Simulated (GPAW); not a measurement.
# BP (F-43m) in GPAW: notebook, part 2 of 2

GPAW 26.7.0. The steps go on from the part before.

## (3) Density of states, PBEsol

Input file run.py:

```python
import numpy as np
from ase.dft.bandgap import bandgap
from ase.io import read, write
from ase.units import GPa
from gpaw import GPAW, PW, setup_paths

setup_paths.insert(0, '.')

atoms = read('POSCAR')

calc = GPAW(mode=PW(800),
            xc='PBEsol',
            kpts={'size': (10, 10, 10), 'gamma': True},
            occupations={'name': 'methfessel-paxton', 'order': 0, 'width': 0.05},
            nbands=11,
            convergence={'density': 1e-05, 'energy': 1e-05},
            maxiter=150,
            txt='gpaw.txt')
atoms.calc = calc
energy = atoms.get_potential_energy()
forces = atoms.get_forces()
stress = atoms.get_stress()
calc.write('gs.gpw')
write('result.traj', atoms)
print(f'Energy: {energy:.6f} eV')
print('Forces (eV/A):')
print(forces.round(4))
print('Stress (GPa):', (stress / GPa).round(3))
print('Fermi level:', round(calc.get_fermi_level(), 4), 'eV')
print(f'Gap: {bandgap(calc)[0]:.4f} eV, direct: {bandgap(calc, direct=True)[0]:.4f} eV')

dense = calc.fixed_density(kpts={'size': (15, 15, 15), 'gamma': True}, update_fermi_level=True,
                           nbands=19, convergence={'bands': 'CBM+6.0', 'eigenstates': 1e-6}, txt='dos.txt')
ef = dense.get_fermi_level()
dos = dense.dos(shift_fermi_level=False)
energies = np.linspace(ef - 14, ef + 6, 401)
spins = [None]
columns = [energies] + [dos.raw_dos(energies, spin=s, width=0.1) for s in spins]
for symbol, l in [('B', 0), ('B', 1), ('P', 0), ('P', 1), ('P', 2)]:
    for s in spins:
        columns.append(sum(dos.raw_pdos(energies, a=a.index, l=l, spin=s, width=0.1)
                           for a in atoms if a.symbol == symbol))
np.savetxt('dos.dat', np.array(columns).T, fmt='%.4f')
print('Fermi level on the dense mesh:', round(ef, 4), 'eV')
```

Input file POSCAR:

```
BP
1.0
    0.0000000000      2.2690000000      2.2690000000
    2.2690000000      0.0000000000      2.2690000000
    2.2690000000      2.2690000000      0.0000000000
P B
1 1
Direct
    0.7500000000      0.7500000000      0.7500000000
    0.0000000000      0.0000000000      0.0000000000
```

Potentials or basis: PAW data sets generated in the run's folder for this functional, pw.

On the command line:

```console
$ gpaw-setup -f PBEsol B P
$ OMP_NUM_THREADS=1 python run.py
```

gpaw.txt:

```text
__  _  _
 | _ |_)|_||  |
 |__||  | ||/\| - 26.7.0

Input parameters:
  mode=PW(ecut=800.0),
  convergence={'density': 1e-05, 'energy': 1e-05},
  kpts=MonkhorstPack(size=(10, 10, 10), gamma=True),
  maxiter=150,
  nbands=11,
  occupations=Occupations(name='methfessel-paxton', order=0, width=0.05),
  xc=XC(name='PBEsol')

Diagonalizing LCAO Hamiltonian
Converting LCAO to pw mode

                  P

       B

Atoms  # Å, Bohr magnetons
|   | symbol |        x |        y |        z |    initial magnetic moments |
|---|--------|----------|----------|----------|-----------------------------|
| 0 |      P | 3.403500 | 3.403500 | 3.403500 | ( 0.0000,  0.0000,  0.0000) |
| 1 |      B | 0.000000 | 0.000000 | 0.000000 | ( 0.0000,  0.0000,  0.0000) |

Unit cell  # Å
| periodic |        x |        y |        z |  lengths |    angles |
|----------|----------|----------|----------|----------|-----------|
|      yes | 0.000000 | 2.269000 | 2.269000 | 3.208851 | 60.000000 |
|      yes | 2.269000 | 0.000000 | 2.269000 | 3.208851 | 60.000000 |
|      yes | 2.269000 | 2.269000 | 0.000000 | 3.208851 | 60.000000 |

Number of symmetries: 24
Symmetry operations  # r_c * U_cc + t_c -> r_c
|    | kind |            matrix            |
|----|------|------------------------------|
|  0 |  E   |  1, 0, 0,  0, 1, 0,  0, 0, 1 |
|  1 |  σ   |  1, 0, 0,  0, 0, 1,  0, 1, 0 |
|  2 |  σ   |  1, 0,-1,  0, 1,-1,  0, 0,-1 |
|  3 |  C3  |  1, 0,-1,  0, 0,-1,  0, 1,-1 |
|  4 |  C3  |  1,-1, 0,  0,-1, 1,  0,-1, 0 |
|  5 |  σ   |  1,-1, 0,  0,-1, 0,  0,-1, 1 |
|  6 |  σ   |  0, 1, 0,  1, 0, 0,  0, 0, 1 |
|  7 |  C3  |  0, 1, 0,  0, 0, 1,  1, 0, 0 |
|  8 |  C2  |  0, 1,-1,  1, 0,-1,  0, 0,-1 |
|  9 |  S4  |  0, 1,-1,  0, 0,-1,  1, 0,-1 |
| 10 |  C3  |  0, 0, 1,  1, 0, 0,  0, 1, 0 |
| 11 |  σ   |  0, 0, 1,  0, 1, 0,  1, 0, 0 |
| 12 |  S4  |  0, 0,-1,  1, 0,-1,  0, 1,-1 |
| 13 |  C3  |  0, 0,-1,  0, 1,-1,  1, 0,-1 |
| 14 |  S4  |  0,-1, 1,  1,-1, 0,  0,-1, 0 |
| 15 |  C2  |  0,-1, 1,  0,-1, 0,  1,-1, 0 |
| 16 |  C3  |  0,-1, 0,  1,-1, 0,  0,-1, 1 |
| 17 |  S4  |  0,-1, 0,  0,-1, 1,  1,-1, 0 |
| 18 |  S4  | -1, 1, 0, -1, 0, 1, -1, 0, 0 |
| 19 |  C3  | -1, 1, 0, -1, 0, 0, -1, 0, 1 |
| 20 |  C3  | -1, 0, 1, -1, 1, 0, -1, 0, 0 |
| 21 |  S4  | -1, 0, 1, -1, 0, 0, -1, 1, 0 |
| 22 |  σ   | -1, 0, 0, -1, 1, 0, -1, 0, 1 |
| 23 |  C2  | -1, 0, 0, -1, 0, 1, -1, 1, 0 |

BZ-sampling:
  Number of BZ points: 1000
  Number of IBZ points: 47

  Monkhorst-Pack size: [10, 10, 10]
  Monkhorst-Pack shift: [0.05, 0.05, 0.05]

K-points  # in reciprocal-cell coordinates
|     |                                coordinates |     weight |
|-----|--------------------------------------------|------------|
|   0 | (  0.00000000,   0.00000000,   0.00000000) | 0.00100000 |
|   1 | (  0.10000000,   0.10000000,   0.00000000) | 0.00600000 |
|   2 | (  0.10000000,   0.10000000,   0.10000000) | 0.00800000 |
|   3 | (  0.20000000,   0.10000000,   0.10000000) | 0.01200000 |
|   4 | (  0.20000000,   0.20000000,   0.00000000) | 0.00600000 |
|   5 | (  0.20000000,   0.20000000,   0.10000000) | 0.02400000 |
|   6 | (  0.20000000,   0.20000000,   0.20000000) | 0.00800000 |
|   7 | (  0.30000000,   0.20000000,   0.10000000) | 0.02400000 |
|   8 | (  0.30000000,   0.20000000,   0.20000000) | 0.02400000 |
|   9 | (  0.30000000,   0.30000000,   0.00000000) | 0.00600000 |
| ... |                                            |            |
|  46 | (  0.50000000,   0.50000000,   0.50000000) | 0.00400000 |

Plane wave coefficients: 1243
Cutoff: 800.0 eV

Spin-components: 1 (collinear spins)
Bands:           11
Projectors:      10
Spin-degeneracy: 2
Datatype:        complex128

Parallelization:
  kpt:    1
  domain: 1
  band:   1

Density:
  Valence electrons: 8.0
  Components: 1
  Grid points: [21 21 21]
  Charge: 0.0  # |e|

Potential:
  Grid points: [21 21 21]

species:
  P:
    name:    Phosphorus
    Z:       15.0
    valence: 5
    core:    10
    charge:  0.0  # [|e|]
    compensation charges:
      type: gauss
      rc: 0.30  # [Å]
      lmax: 2
    cutoffs:
      filter: 1.69  # [Å]
      core: 1.81  # [Å]
    projectors
    | kind |    occ | energy [eV] | rcut [Å] |
    |------|--------|-------------|----------|
    |   3s |  2.000 |     -13.916 |    0.953 |
    |   3p |  3.000 |      -5.479 |    0.953 |
    |    s |        |      13.296 |    0.953 |
    |    p |        |      21.732 |    0.953 |
    |    d |        |       0.000 |    0.953 |

    Using partial waves for P as LCAO basis

  B:
    name:    Boron
    Z:       5.0
    valence: 3
    core:    2
    charge:  0.0  # [|e|]
    compensation charges:
      type: gauss
      rc: 0.20  # [Å]
      lmax: 2
    cutoffs:
      filter: 1.14  # [Å]
      core: 1.42  # [Å]
    projectors
    | kind |    occ | energy [eV] | rcut [Å] |
    |------|--------|-------------|----------|
    |   2s |  2.000 |      -9.361 |    0.635 |
    |   2p |  1.000 |      -3.555 |    0.635 |
    |    s |        |      17.850 |    0.635 |
    |    p |        |      23.657 |    0.635 |
    |    d |        |       0.000 |    0.635 |

    Using partial waves for B as LCAO basis

Reference energy: -9952.749089  # eV

eigensolver:
  PPCG
  Converge bands: occupied
  niter=2

density mixing:
  MSR1-Mixer
  Pratt-step length: 0.05
  Maximum mixing coefficient: 0.75
  Old densities: 10
  SVD Regularization: 0.005
  Good broyden scale: 1.0
  Trust region scale: 1.0
  Backstep threshold: 4.0
  History deletion threshold: 6.0
  Fourier metric: weight=20.0, sigma=0.015

occupation numbers:
  Methfessel-Paxton:
    width: 0.0500  # eV
    order: 0

poisson solver:
  ecut: 6400.0  # eV

xc functional:
  name: PBEsol with 2 nearest neighbor stencil

convergence criteria:
- Maximum integral of absolute [dens]ity change: 1e-05 electrons / valence electron
- Maximum [total energy] change in last 3 cyles: 1e-05 eV / valence electron
- Maximum integral of absolute [eigenst]ate change: 4e-08 eV^2 / valence electron
maximum number of iterations: 150

SCF iterations
|iter     | |      energy | eigst |  dens |
|---------|-|-------------|-------|-------|
|iter:   1| |  -14.355704 | +0.12 |       |
|iter:   2| |  -14.240239 | -2.14 | -0.71 |
|iter:   3| |  -13.711745 | -1.52 | -0.75 |
|iter:   4| |  -13.703701 | -3.05 | -1.46 |
|iter:   5| |  -13.703539 | -4.17 | -1.97 |
|iter:   6| |  -13.703553 | -5.39 | -2.62 |
|iter:   7| |  -13.703554c| -7.26 | -3.79 |
|iter:   8| |  -13.703554c| -7.58c| -4.39 |
|iter:   9| |  -13.703554c| -8.72c| -5.63c|

Converged in 9 steps
Energy contributions relative to reference atoms: (reference = -9952.749089)

Energy contributions:
  Kinetic:          13.513202
  Coulomb:         -11.834069
  Zero:             -0.022034
  External:          0.000000
  Xc:              -15.360653
  Entropy:          -0.000000
  Spinorbit:         0.000000
  ----------------------------
  Free energy:     -13.703554
  Extrapolated:    -13.703554

dipole moment: (-3.345391, -3.345391, -3.345391)  # |e|*Ang

Fermi level: 8.830
Eigenvalues  # (at kpt = [0.000, 0.000, 0.000])
| band index |      eig [eV] | occ [0-2] |
|------------|---------------|-----------|
|          0 |        -7.320 |     2.000 |
|          1 |         8.170 |     2.000 |
|          2 |         8.170 |     2.000 |
|          3 |         8.170 |     2.000 |
|          4 |        11.534 |     0.000 |
|          5 |        11.534 |     0.000 |
|          6 |        11.534 |     0.000 |
|          7 |        15.529 |     0.000 |
|          8 |        19.460 |     0.000 |
|          9 |        20.161 |     0.000 |
|         10 |        20.161 |     0.000 |

Gap: 1.135 eV
Transition (v -> c):
  (s=0, k=0, n=3, [0.00, 0.00, 0.00]) -> (s=0, k=24, n=4, [0.40, 0.40, 0.00])
Direct/indirect transitions are different
Direct gap: 3.365 eV
Transition at: (s=0, k=0, n=3, [0.00, 0.00, 0.00])

Forces  # eV/Ang
|        x |        y |       z |
|----------|----------|---------|
|  0.00000 | -0.00000 | 0.00000 |  # P    0
| -0.00000 |  0.00000 | 0.00000 |  # B    1

Stress tensor  # eV/Ang^3
|        x |        y |        z |
|----------|----------|----------|
| 0.010840 | 0.000000 | 0.000000 |
| 0.000000 | 0.010840 | 0.000000 |
| 0.000000 | 0.000000 | 0.010840 |

# Writing to gs.gpw (mode='')
```

Run time: 41 s. Hardware: 1 thread of Arm Neoverse V1, shared host; peak memory 0.24 GiB.

What came out:

```
Free energy            : -13.7036 eV
Pressure               : -1.7 GPa
Band gap on the k mesh : 1.14 eV, indirect (least direct gap 3.36 eV)
```

States per cell in windows of 1 eV (zero at the valence-band top; states under -8 eV left out):
```tsv
from (eV)	total
-8.0	0.65
-7.0	0.42
-6.0	0.75
-5.0	0.86
-4.0	1.07
-3.0	0.92
-2.0	0.58
-1.0	0.19
0.0	0.00
1.0	0.18
2.0	0.53
3.0	1.06
4.0	1.08
5.0	1.13
```

A k mesh can miss the band edges. A hybrid or GW would open this gap; PBEsol tends to underestimate it.

## (4) Equation of state, PBE

Input file run.py:

```python
from ase.eos import EquationOfState
from ase.io import Trajectory
from ase.spacegroup import crystal
from ase.units import GPa
from gpaw import GPAW

# P 4c
# B 4a
atoms = crystal(['P', 'B'],
                basis=[[0.25, 0.25, 0.25],
                       [0.0, 0.0, 0.0]],
                spacegroup=216, setting=1,  # F-43m
                cellpar=[4.538, 4.538, 4.538, 90.0, 90.0, 90.0],
                primitive_cell=True)

traj = Trajectory('eos.traj', 'w')
volumes, energies = [], []
for x in [0.94, 0.96, 0.98, 1.0, 1.02, 1.04, 1.06]:
    a = atoms.copy()
    a.set_cell(atoms.cell * x**(1 / 3), scale_atoms=True)
    calc = GPAW(mode='fd',
                h=0.16,
                xc='PBE',
                kpts={'size': (10, 10, 10), 'gamma': True},
                occupations={'name': 'fermi-dirac', 'width': 0.05},
                nbands=11,
                convergence={'density': 1e-05, 'energy': 1e-05},
                maxiter=150,
                txt=f'eos-{x:.2f}.txt')
    a.calc = calc
    energies.append(a.get_potential_energy(force_consistent=True))
    volumes.append(a.get_volume())
    calc.write(f'eos-{x:.2f}.gpw')
    traj.write(a)
    print(f'{x:.2f} {volumes[-1]:10.4f} A^3 {energies[-1]:14.6f} eV', flush=True)

v0, e0, B = EquationOfState(volumes, energies, eos='birchmurnaghan').fit()
print(f'V0 = {v0:.4f} A^3, E0 = {e0:.6f} eV, B0 = {B / GPa:.2f} GPa')
```

Potentials or basis: GPAW PAW data sets (gpaw-data 1.2.1), fd.

On the command line:

```console
$ OMP_NUM_THREADS=1 python run.py
```

Wall time 91 s (1 thread of Arm Neoverse V2, shared host); peak memory 0.38 GiB.

Results (log left out):

```
Equilibrium volume                      : 11.76 Å³/atom
Bulk modulus                            : 164 GPa
Pressure derivative of the bulk modulus : 3.9
```

Energy against volume, from the lowest point:
```
volume (Å³/atom)  energy (meV/atom)
          10.981              29.33
          11.214              13.79
          11.448               4.19
          11.682               0.00
          11.915               0.73
          12.149               5.92
          12.383              15.11
```

Caveat: the real-space grid adds noise to forces.

## (5) Band structure, LDA

Input file run.py:

```python
from ase.dft.bandgap import bandgap
from ase.io import read, write
from ase.units import GPa
from gpaw import GPAW, PW, setup_paths

setup_paths.insert(0, '.')

atoms = read('BP.xyz')

calc = GPAW(mode=PW(800),
            xc='LDA',
            kpts={'size': (10, 10, 10), 'gamma': True},
            occupations={'name': 'fermi-dirac', 'width': 0.05},
            nbands=11,
            convergence={'density': 1e-05, 'energy': 1e-05},
            maxiter=150,
            txt='gpaw.txt')
atoms.calc = calc
energy = atoms.get_potential_energy()
forces = atoms.get_forces()
stress = atoms.get_stress()
calc.write('gs.gpw')
write('result.traj', atoms)
print(f'Energy: {energy:.6f} eV')
print('Forces (eV/A):')
print(forces.round(4))
print('Stress (GPa):', (stress / GPa).round(3))
print('Fermi level:', round(calc.get_fermi_level(), 4), 'eV')
print(f'Gap: {bandgap(calc)[0]:.4f} eV, direct: {bandgap(calc, direct=True)[0]:.4f} eV')

path = atoms.cell.bandpath('GXWKGLUWLK,UX', npoints=100, eps=1e-4)
bs_calc = calc.fixed_density(kpts=path, symmetry='off', nbands=19,
                             convergence={'bands': 'CBM+6.0', 'eigenstates': 1e-6}, txt='bands.txt')
bs = bs_calc.band_structure()
bs.write('bs.json')
print(f'Gap on the path: {bandgap(bs_calc)[0]:.4f} eV')
```

Input file BP.xyz:

```xyz
2
Lattice="0.0000000000 2.2690000000 2.2690000000 2.2690000000 0.0000000000 2.2690000000 2.2690000000 2.2690000000 0.0000000000" Properties=species:S:1:pos:R:3 pbc="T T T"
P      3.4035000000      3.4035000000      3.4035000000
B      0.0000000000      0.0000000000      0.0000000000
```

Potentials or basis: PAW data sets generated in the run's folder for this functional, pw.

On the command line:

```console
$ gpaw-setup -f LDA B P
$ OMP_NUM_THREADS=1 python run.py
```

It took 27 s on 1 thread of Arm Neoverse V2, shared host; peak memory 0.22 GiB.

The run converged. Its results:

```
Free energy             : -14.3655 eV
Pressure                : -5.0 GPa
Band gap on the k mesh  : 1.19 eV, indirect (least direct gap 3.38 eV)
Band gap along the path : 1.19 eV, indirect (least direct gap 3.38 eV)
```

Levels at the corners of the path, in eV from the valence-band top:
```
point  band 1  band 2  band 3  band 4  band 5  band 6  band 7  band 8
    Γ  -15.40    0.00    0.00    0.00    3.38    3.38    3.38    7.37
    X  -10.57   -8.49   -4.10   -4.10    1.30    1.55   11.95   11.95
    W  -10.29   -7.94   -5.69   -5.49    5.24    6.65    7.17    7.44
    K  -10.56   -8.06   -6.25   -3.49    2.08    5.91    9.64   10.52
    Γ  -15.40    0.00    0.00    0.00    3.38    3.38    3.38    7.37
    L  -12.07   -9.01   -1.75   -1.75    3.77    4.67    4.67    9.95
    U  -10.56   -8.06   -6.25   -3.49    2.08    5.91    9.64   10.52
    W  -10.29   -7.94   -5.69   -5.49    5.24    6.65    7.17    7.44
    L  -12.07   -9.01   -1.75   -1.75    3.77    4.67    4.67    9.95
    K  -10.56   -8.06   -6.25   -3.49    2.08    5.91    9.64   10.52
    U  -10.56   -8.06   -6.25   -3.49    2.08    5.91    9.64   10.52
    X  -10.57   -8.49   -4.10   -4.10    1.30    1.55   11.95   11.95
```

## (6) Band structure, PBE

Input file run.py:

```python
from ase.dft.bandgap import bandgap
from ase.io import read, write
from gpaw import GPAW

atoms = read('POSCAR')

calc = GPAW(mode='lcao',
            h=0.16,
            basis='dz(dzp)',
            xc='PBE',
            kpts={'size': (10, 10, 10), 'gamma': True},
            occupations={'name': 'fermi-dirac', 'width': 0.05},
            convergence={'density': 1e-05, 'energy': 1e-05},
            maxiter=150,
            txt='gpaw.txt')
atoms.calc = calc
energy = atoms.get_potential_energy()
forces = atoms.get_forces()
calc.write('gs.gpw')
write('result.traj', atoms)
print(f'Energy: {energy:.6f} eV')
print('Forces (eV/A):')
print(forces.round(4))
print('Fermi level:', round(calc.get_fermi_level(), 4), 'eV')
print(f'Gap: {bandgap(calc)[0]:.4f} eV, direct: {bandgap(calc, direct=True)[0]:.4f} eV')

path = atoms.cell.bandpath('GXWKGLUWLK,UX', npoints=80, eps=1e-4)
bs_calc = calc.fixed_density(kpts=path, symmetry='off', txt='bands.txt')
bs = bs_calc.band_structure()
bs.write('bs.json')
print(f'Gap on the path: {bandgap(bs_calc)[0]:.4f} eV')
```

POSCAR is that of step 3.

Potentials or basis: GPAW PAW data sets (gpaw-data 1.2.1), lcao:dz(dzp).

On the command line:

```console
$ OMP_NUM_THREADS=1 python run.py
```

It took 32 s on 1 thread of Arm Neoverse V2, shared host; peak memory 0.15 GiB.

These settings aren't checked as converged: the numbers below hold their error.

Results:

```yaml
Free_energy: -11.7938 eV
Band_gap_on_the_k_mesh: 2.13 eV, indirect (least direct gap 3.64 eV)
Band_gap_along_the_path: 2.14 eV, indirect (least direct gap 3.64 eV)
```

Caveat: the real-space grid adds noise to forces; the basis of atomic orbitals isn't converged, which shifts pressures, moduli and gaps.

## (7) Overview

| task | level | potentials or basis | cutoff (eV) | smearing | eigensolver | k mesh for the DOS | dos width | band path | band points | grid spacing | gap on the mesh (eV) | pressure (GPa) |
| --- | --- | --- | --- | --- | --- | --- | --- | --- | --- | --- | --- | --- |
| density of states | BLYP+D3(BJ) | PAW data sets generated in the run's folder for this functional, pw | 800 | fermi-dirac 0.05 eV | davidson | 15 × 15 × 15 | 0.1 eV | - | - | - | 1.51 | -3.3 |
| density of states | PBEsol | PAW data sets generated in the run's folder for this functional, pw | 800 | gaussian 0.05 eV | - | 15 × 15 × 15 | 0.1 eV | - | - | - | 1.14 | -1.7 |
| equation of state | PBE | GPAW PAW data sets (gpaw-data 1.2.1), fd | - | fermi-dirac 0.05 eV | - | - | - | - | - | 0.16 Å | - | - |
| band structure | LDA | PAW data sets generated in the run's folder for this functional, pw | 800 | fermi-dirac 0.05 eV | - | - | - | GXWKGLUWLK,UX | 100 | - | 1.19 | -5.0 |

Alike in all rows: no spin polarisation; cell as given; k mesh 10 × 10 × 10.

Caveats: the real-space grid adds noise to forces (some runs).

Absolute energies hang on the potentials; compare differences alone.

## (8) Comparison with measurements

Step 4. Measured bulk modulus of BP: 179 GPa (300 K; “Equation of state of single-crystal cubic boron phosphide”, 2014, arxiv:1407.1677). This calculation gives 164 GPa (-8.6 %). 3 values of this kind are on record (173 to 179 GPa); this one was drawn at random among those near their median, those with a stated uncertainty first. The fit is for a static lattice scaled at fixed shape and fixed fractional positions.
